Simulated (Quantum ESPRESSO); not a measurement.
The system is As.

```xyz
1
Lattice="2.7037 0.0000 0.0000 0.0000 2.7037 0.0000 0.0000 0.0000 2.7037" Properties=species:S:1:pos:R:3 pbc="T T T"
As    1.3518    1.3518    1.3518
```

This isn't the form of As at room conditions, which is rhombohedral.

Base run:

- Program: Quantum ESPRESSO 7.5
- Functional: PBEsol
- Potentials or basis: PseudoDojo 0.4 SR PBEsol stringent
- Cutoff: 1415 eV
- Density cutoff: 5660 eV
- k mesh: 10 × 10 × 10
- Occupations: fermi-dirac, width 0.05 eV
- Spin: no spin polarisation

Its results: band gap on the k mesh none (metal or under the smearing width); pressure -1.6 GPa.

Question: The run is repeated on the same cell with these changes: potentials or basis from PseudoDojo 0.4 SR PBEsol stringent to GBRV 1.5 PBEsol; cutoff from 1415 eV to 612 eV; density cutoff from 5660 eV to 4898 eV; valence electrons from 23 to 5. What comes out?

Answer: Band gap on the k mesh none (metal or under the smearing width); pressure -1.1 GPa.

Caveats: some levels on the path didn't converge (some runs).

Not every run made on this cell is shown here.
